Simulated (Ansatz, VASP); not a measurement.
Given: the input of a run of Ansatz 0.2.0 on Te2Mo.

File input.yaml:

```yaml
crystal:
  lattice:
    - [3.5182, 0.0, 0.0]
    - [-1.7591, 3.0468505756, 0.0]
    - [0.0, 0.0, 13.9736]
  atoms:
    - { symbol: Te, position: [0.6666666667, 0.3333333333, 0.379] }
    - { symbol: Te, position: [0.3333333333, 0.6666666667, 0.879] }
    - { symbol: Te, position: [0.6666666667, 0.3333333333, 0.121] }
    - { symbol: Te, position: [0.3333333333, 0.6666666667, 0.621] }
    - { symbol: Mo, position: [0.6666666667, 0.3333333333, 0.75] }
    - { symbol: Mo, position: [0.3333333333, 0.6666666667, 0.25] }
hamiltonian:
  xc: r2scan
  pseudopotentials: { kind: paw }
kpoints:
  mp_grid: { grid: [9, 9, 2] }
  band_path:
    path:
      - [[0.0, 0.0, 0.0], [0.5, 0.0, 0.0], [0.3333333333, 0.3333333333, 0.0], [0.0, 0.0, 0.0], [0.0, 0.0, 0.5], [0.5, 0.0, 0.5], [0.3333333333, 0.3333333333, 0.5], [0.0, 0.0, 0.5]]
      - [[0.5, 0.0, 0.5], [0.5, 0.0, 0.0]]
      - [[0.3333333333, 0.3333333333, 0.0], [0.3333333333, 0.3333333333, 0.5]]
    npoints: 14
scf:
  occupations: { method: fermi_dirac, width: 0.05 }
  n_extra_bands: 15
output:
  forces: true
  stress: true
  eigenvalues: true
  fatbands: false
```

Potentials or basis: Ansatz PAW.

Launch:

```console
$ ansatz run input.yaml --threads 2 --pin off --max-ram 5632MiB --backend cpu --events-out ev --progress --plain --runs-dir out
```

Q: Translate it to VASP 6.6.1. Potentials there: VASP PAW PBE potentials, release 64 (Te, Mo_sv).

A: As run (the cutoff follows the program's own potentials):

INCAR

```
PREC     = Accurate       # precision mode
ENCUT    = 520            # plane-wave cutoff, eV
EDIFF    = 1E-6           # SCF threshold, eV
ISMEAR   = -1             # smearing method
SIGMA    = 0.05           # smearing width, eV
LREAL    = False          # projectors in reciprocal space
LASPH    = True           # aspherical terms in the spheres
NELM     = 100            # most SCF steps
ALGO     = Normal         # electronic algorithm
ISIF     = 2              # what is computed and relaxed
LWAVE    = False          # write WAVECAR
LCHARG   = False          # write CHGCAR
LMAXMIX  = 4              # l up to which the mixer works
METAGGA  = R2SCAN         # meta-GGA
LMIXTAU  = True
```

KPOINTS

```
regular mesh
0
Gamma
  9 9 2
```

File POSCAR:

```
Te2Mo
1.0
    3.5182000000      0.0000000000      0.0000000000
   -1.7591000000      3.0468505756      0.0000000000
    0.0000000000      0.0000000000     13.9736000000
Te Mo
4 2
Direct
    0.6666666667      0.3333333333      0.3790000000
    0.3333333333      0.6666666667      0.8790000000
    0.6666666667      0.3333333333      0.1210000000
    0.3333333333      0.6666666667      0.6210000000
    0.6666666667      0.3333333333      0.7500000000
    0.3333333333      0.6666666667      0.2500000000
```

The input KPOINTS_OPT:

```
path GMKGALHA,LM,KH
20
line-mode
reciprocal
 0.0000000000  0.0000000000  0.0000000000  G
 0.5000000000  0.0000000000  0.0000000000  M

 0.5000000000  0.0000000000  0.0000000000  M
 0.3333333333  0.3333333333  0.0000000000  K

 0.3333333333  0.3333333333  0.0000000000  K
 0.0000000000  0.0000000000  0.0000000000  G

 0.0000000000  0.0000000000  0.0000000000  G
 0.0000000000  0.0000000000  0.5000000000  A

 0.0000000000  0.0000000000  0.5000000000  A
 0.5000000000  0.0000000000  0.5000000000  L

 0.5000000000  0.0000000000  0.5000000000  L
 0.3333333333  0.3333333333  0.5000000000  H

 0.3333333333  0.3333333333  0.5000000000  H
 0.0000000000  0.0000000000  0.5000000000  A

 0.5000000000  0.0000000000  0.5000000000  L
 0.5000000000  0.0000000000  0.0000000000  M

 0.3333333333  0.3333333333  0.0000000000  K
 0.3333333333  0.3333333333  0.5000000000  H
```

Potentials or basis: VASP PAW PBE potentials, release 64 (Te, Mo_sv).

Run with:

```sh
$ cat potpaw_PBE.64/Te/POTCAR potpaw_PBE.64/Mo_sv/POTCAR > POTCAR
$ mpirun -np 1 vasp_std > vasp.out
```

Both were run:

|  | VASP | Ansatz | Ansatz less VASP |
| --- | --- | --- | --- |
| gap on the k mesh at the Fermi level (eV) | 0.89 | 0.89 | +0.006 |
| least direct gap on the mesh (eV) | 1.13 | 1.13 | -0.002 |
| gap along the band path (eV) | 0.82 | 0.82 | +0.009 |
| pressure (GPa) | 2.4 | 2.2 | -0.13 |
| largest component of the traceless stress (GPa) | 0.40 | 0.46 | +0.059 |
| rms of the force components (eV/Å) | 0.025 | 0.037 | +0.0122 |

Atom by atom the forces differ by 0.012 eV/Å (rms over components). The two sets of potentials don't hold the same shells in valence.

Caveats: spin-orbit coupling is left out, which moves the levels of the heavy elements; the PAW data sets were made with another functional, which shifts forces and pressure a little (VASP); the k mesh misses the band edges, so the gap on the mesh is wider than the one along the path (Ansatz); the PAW data sets come from PBE, with cores solved anew for the run's functional, which leaves a small shift of forces and pressure (Ansatz). r2SCAN opens gaps a little over a GGA but as a rule still falls short of measured ones.
